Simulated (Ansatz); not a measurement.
**Density of states of TiS2**

```cif
data_structure
_symmetry_space_group_name_H-M 'P 1'
_symmetry_Int_Tables_number 1
_cell_length_a 3.4120
_cell_length_b 3.4120
_cell_length_c 5.6950
_cell_angle_alpha 90.000
_cell_angle_beta 90.000
_cell_angle_gamma 120.000
_cell_volume 57.42
loop_
_atom_site_label
_atom_site_type_symbol
_atom_site_fract_x
_atom_site_fract_y
_atom_site_fract_z
_atom_site_occupancy
Ti1 Ti 0.00000 0.00000 0.00000 1
S1 S 0.33333 0.66667 0.25000 1
S2 S 0.66667 0.33333 0.75000 1
```

The runs use the primitive cell with vectors (3.412, 0.000, 0.000), (-1.706, 2.955, 0.000), (0.000, 0.000, 5.695) Å, to which the k mesh refers.

The cell is COD entry 1537865, as deposited and not checked against the literature; nothing was relaxed. It is an old determination, and later ones may differ.

All numbers below come from DFT, PBE, all-electron LAPW, scalar-relativistic in Ansatz 0.2.0.

Settings: a Γ-centred 14×14×7 k mesh, Fermi–Dirac smearing of 0.05 eV, basis error target 1 meV/atom, no spin polarisation.

States per eV and cell, averaged over 0.4 eV, from -13.0 to 0.4 eV, with energies (bin centres) from the Fermi level; empty bins are left out. The partial columns, the largest 4 alone, are projections on Löwdin-orthogonalised atomic shells (those that the program's projection atoms carry: the occupied ones and, for some elements, an empty d or f shell; other empty shells have no column), summed over atoms of an element. Weights on diffuse s and p shells depend on that basis and aren't pure angular character.

```csv
E (eV),total,S 3p,Ti 3d,S 3s,Ti 4s
-12.9,0.82,0.03,0.01,0.58,0.19
-12.5,1.59,0.05,0.05,1.31,0.16
-12.1,5.06,0.08,0.37,4.46,0.11
-11.7,1.76,0.02,0.12,1.59,0.01
-5.3,0.36,0.25,0.06,0.00,0.03
-4.9,1.41,1.02,0.24,0.03,0.10
-4.5,3.17,2.43,0.52,0.06,0.11
-4.1,2.62,2.04,0.42,0.06,0.06
-3.7,1.65,1.22,0.27,0.07,0.06
-3.3,2.20,1.55,0.50,0.06,0.05
-2.9,4.90,3.32,1.41,0.07,0.03
-2.5,3.96,2.58,1.24,0.07,0.02
-2.1,2.52,1.95,0.45,0.07,0.02
-1.7,2.78,2.28,0.39,0.05,0.01
-1.3,2.45,2.04,0.34,0.03,0.01
-0.9,1.12,0.90,0.19,0.01,0.00
-0.5,0.66,0.54,0.10,0.01,0.00
-0.1,0.24,0.18,0.06,0.00,0.00
0.3,1.27,0.22,0.99,0.02,0.01
```

Which of the resolved shells contributes most within 0.3 eV of the Fermi level?

Ti 3d, with 58 % of all states there; S 3p follows with 38 %.

Where is the centre of the filled Ti 3d states between -14 eV and the top of the filled states?

-3.63 eV from the Fermi level.
